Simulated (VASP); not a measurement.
The system is Hf2Si.

```
Hf Si
1.0
    -3.25438    3.25438    2.57038
     3.25438   -3.25438    2.57038
     3.25438    3.25438   -2.57038
Hf Si
4 2
Direct
  0.34335 0.15665 0.50000
  0.84334 0.34334 0.18669
  0.65665 0.84334 0.50000
  0.15665 0.65666 0.81331
  0.25000 0.25000 0.00000
  0.75000 0.75000 0.00000
```

The cell comes from a database or a generator and needn't be the stable form of this composition.

Base run:

- Program: VASP 6.6.1
- Functional: r2SCAN
- Potentials or basis: VASP PAW PBE potentials, release 64 (Hf_pv, Si)
- Cutoff: 520 eV
- k mesh: 10 × 10 × 10
- Occupations: gaussian, width 0.1 eV
- Spin: no spin polarisation

Its results: band gap on the k mesh none (metal or under the smearing width); pressure 2.7 GPa; largest force 0.037 eV/Å.

Problem. The run is repeated on the same cell with these changes: functional from r2SCAN to PBEsol; cutoff from 520 eV to 900 eV. What comes out?

Solution. Band gap on the k mesh none (metal or under the smearing width); pressure 0.0 GPa; largest force 0.003 eV/Å.

Caveats: the PAW data sets were made with another functional, which shifts forces and pressure a little.
